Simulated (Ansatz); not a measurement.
Rocksalt YN, relaxed with r2SCAN, was run in Ansatz under altered settings. All numbers are computed, without spin polarisation but where a row says otherwise.

```yaml
crystal:
  lattice:
    - [0.00000, 2.44805, 2.44805]
    - [2.44805, 0.00000, 2.44805]
    - [2.44805, 2.44805, 0.00000]
  atoms:
    - { symbol: Y, position: [0.00000, 0.00000, 0.00000] }
    - { symbol: N, position: [0.50000, 0.50000, 0.50000] }
```

The base run's other keys:
```yaml
kpoints:
  mp_grid: { grid: [4, 4, 4] }
hamiltonian:
  xc: hse06
scf:
  occupations: { method: fixed }
  n_extra_bands: 4
```

It takes 15 iterations with 537 plane waves at 420 eV and 8 k points, and leaves a mean stress of -1.02 GPa. The gap over this mesh is 1.084 eV.

Outcomes, with energy and stress as changes against the base:

| setting | outcome | ΔF (meV/atom) | Δ mean stress (GPa) | gap on the mesh (eV) | iterations |
| --- | --- | --- | --- | --- | --- |
| PBE hybrid, exx coeff 1.0, omega 0.1 1/Å | converged | – | -7.5 | 5.964 | 24 |
| PBE hybrid, exx coeff 0.4, omega 0.3 1/Å | converged | – | -1.3 | 1.396 | 16 |
| PBE hybrid, exx coeff 0.4, omega 0.5 1/Å | converged | – | -0.6 | 0.927 | 16 |
| PBE hybrid, exx coeff 0.05, omega 0.5 1/Å | converged | – | +2.3 | 0.222 | 10 |
| basis.ecutwfc: 0 | refused | – | – | – | – |
| kpoints.mp_grid.grid: [5, 5, 5] | converged | -14.1 | -0.3 | 1.302 | 14 |

A dash marks a value that wasn't obtained or can't be compared. Stress is positive in compression.

- PBE hybrid, exx coeff 1.0, omega 0.1 1/Å. That is 100 % exact exchange, screened with ω = 0.1 1/Å, against HSE06's 25 % screened at 0.208 1/Å. The mean stress moves by -7.5 GPa and the gap on the mesh by +4.880 eV (to 5.964). Totals of different functionals aren't comparable. The program warns that on this mesh the truncation of the exchange isn't bounded, so part of the change can be an error of the mesh.
- PBE hybrid, exx coeff 0.4, omega 0.3 1/Å. That is 40 % exact exchange, screened with ω = 0.3 1/Å, against HSE06's 25 % screened at 0.208 1/Å. The mean stress moves by -1.3 GPa and the gap on the mesh by +0.313 eV (to 1.396). Totals of different functionals aren't comparable.
- PBE hybrid, exx coeff 0.05, omega 0.5 1/Å. That is 5 % exact exchange, screened with ω = 0.5 1/Å, against HSE06's 25 % screened at 0.208 1/Å. The mean stress moves by +2.3 GPa and the gap on the mesh by -0.861 eV (to 0.222). Totals of different functionals aren't comparable.
- basis.ecutwfc: 0. The input is refused before any iteration. Error: invalid value for `basis.ecutwfc`: must be finite and > 0; got 0 eV
- kpoints.mp_grid.grid: [5, 5, 5]. The free energy moves by -14.1 meV an atom, the mean stress by -0.3 GPa and the gap on the mesh by +0.218 eV (to 1.302). The gap changes mostly because other points are sampled; a mesh that misses a band edge overestimates it. The difference shows how far the base mesh is converged.

The program warns that its thresholds are loose for a hybrid's stress.

The meshes of the hybrids are coarse, so their gaps aren't converged to the digits shown.
